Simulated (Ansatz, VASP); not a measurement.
# TiO2: VASP beside Ansatz

```
Ti O
1.0
     0.00000    2.44384    2.44384
     2.44384    0.00000    2.44384
     2.44384    2.44384    0.00000
Ti O
1 2
Cartesian
  0.0000 0.0000 0.0000
  1.2219 1.2219 1.2219
  3.6658 3.6658 3.6658
```

Alike in both runs: task single point; functional r2SCAN; k mesh 8 × 8 × 8; no spin polarisation.

|  | VASP | Ansatz |
| --- | --- | --- |
| version | VASP 6.6.1 | Ansatz 0.2.0 |
| potentials or method | VASP PAW PBE potentials, release 64 (Ti_sv, O) | plane waves, PAW |
| plane-wave cutoff (eV) | 520 | 500 |
| occupations | gaussian, width 0.01 eV | fixed |
| valence electrons in the cell | 24 | 24 |

Ansatz gave:

* gap on the k mesh at the Fermi level (eV): 1.44
* pressure (GPa): -14.2

**Question.** Estimate VASP's values.

**Answer.** gap on the k mesh at the Fermi level (eV): 1.48; pressure (GPa): -13.0.

Caveats: the PAW data sets were made with another functional, which shifts forces and pressure a little (VASP). r2SCAN opens gaps a little over a GGA but as a rule still falls short of measured ones. A k mesh can miss the band edges.
